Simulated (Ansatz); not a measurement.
# Sn: strain and displacement

```
Sn
1.0
    -2.91585    2.91585    1.59065
     2.91585   -2.91585    1.59065
     2.91585    2.91585   -1.59065
Sn
2
Direct
  0.00000 0.00000 0.00000
  0.75000 0.25000 0.50000
```

Atoms are numbered in the order listed.

The cell is COD entry 1534488, as deposited and not checked against the literature; nothing was relaxed.

No spin–orbit coupling, which matters for the heavy atoms here.

The calculation used Ansatz 0.2.0, DFT, PBE, all-electron LAPW, scalar-relativistic.

Sampling and basis: a Γ-centred 15×15×15 k mesh, Fermi–Dirac smearing of 0.05 eV, basis error target 0.5 meV/atom, no spin polarisation.

The unchanged cell is at 2.65 GPa, so energy changes include a term −P ΔV where the volume moves.

In a metal, stresses and small energies carry noise from the k mesh.

x, y and z are the Cartesian axes of the cell as listed; fractional coordinates follow a strain, and an engineering shear is twice the off-diagonal strain component.

With this change (x and y strained by -1.5 %, z held), what becomes of the energy and stress?

Energy change +21 meV/atom; stress change (xx, yy, zz, yz, xz, xy) 2.31, 2.31, 1.32, 0.00, 0.00, 0.00 GPa, compression positive.

With this change (z strained by +2 % at fixed volume), what becomes of the energy and stress?

Energy change +6 meV/atom; stress change (xx, yy, zz, yz, xz, xy) 0.60, 0.60, -0.89, 0.00, 0.00, 0.00 GPa, compression positive.

With atom 1 (Sn) moved by (0.0000, 0.0000, 0.0500) Å: energy change under 1 meV/atom; stress change (xx, yy, zz, yz, xz, xy) -0.45, 0.47, -0.01, 0.00, 0.00, 0.00 GPa, compression positive; change of the force on Sn1 (0.000, 0.000, -0.026) eV/Å.

With equal xy, yz and zx engineering shear strains of -3 %: energy change +7 meV/atom; stress change (xx, yy, zz, yz, xz, xy) 0.09, 0.09, 0.15, 0.88, 0.88, 0.75 GPa, compression positive; change of the force on Sn1 (0.073, -0.073, 0.000) eV/Å.

With this change (equal xy, yz and zx engineering shear strains of -1 %), what becomes of the energy and stress and forces?

Energy change under 1 meV/atom; stress change (xx, yy, zz, yz, xz, xy) 0.01, 0.01, 0.01, 0.30, 0.30, 0.26 GPa, compression positive; change of the force on Sn1 (0.024, -0.024, 0.000) eV/Å.

With this change (equal xy, yz and zx engineering shear strains of +2 %), what becomes of the energy and stress and forces?

Energy change +3 meV/atom; stress change (xx, yy, zz, yz, xz, xy) 0.03, 0.03, 0.07, -0.55, -0.55, -0.47 GPa, compression positive; change of the force on Sn1 (-0.045, 0.045, 0.000) eV/Å.

With this change (equal xy, yz and zx engineering shear strains of -2 %), what becomes of the energy and stress and forces?

Energy change +3 meV/atom; stress change (xx, yy, zz, yz, xz, xy) 0.04, 0.04, 0.07, 0.59, 0.59, 0.51 GPa, compression positive; change of the force on Sn1 (0.048, -0.048, 0.000) eV/Å.

With equal xy, yz and zx engineering shear strains of +1 %: energy change under 1 meV/atom; stress change (xx, yy, zz, yz, xz, xy) 0.01, 0.01, 0.02, -0.29, -0.29, -0.24 GPa, compression positive; change of the force on Sn1 (-0.023, 0.023, 0.000) eV/Å.

With this change (equal xy, yz and zx engineering shear strains of +3 %), what becomes of the energy and stress and forces?

Energy change +6 meV/atom; stress change (xx, yy, zz, yz, xz, xy) 0.06, 0.06, 0.14, -0.79, -0.79, -0.68 GPa, compression positive; change of the force on Sn2 (0.066, -0.066, 0.000) eV/Å.
